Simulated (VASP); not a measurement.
GaN:

```
Ga N
1.0
     0.00000    2.11080    2.11080
     2.11080    0.00000    2.11080
     2.11080    2.11080    0.00000
Ga N
1 1
Cartesian
  0.0000 0.0000 0.0000
  2.1108 2.1108 2.1108
```

Measurements of this composition are mostly on another form, of space group No. 186.

Program: VASP 6.6.1. Alike in all runs: task band structure; potentials or basis VASP PAW PBE potentials, release 64 (Ga_d, N); no spin polarisation; cell as given; k mesh 14 × 14 × 14; cutoff (eV) 520; smearing gaussian 0.02 eV.

Task: Order these runs on this cell by their band gap on the k mesh, lowest first.
A. level r2SCAN
B. level TB-mBJ
C. level PBEsol

Result: C (0.53 eV), A (1.13 eV), B (2.29 eV).

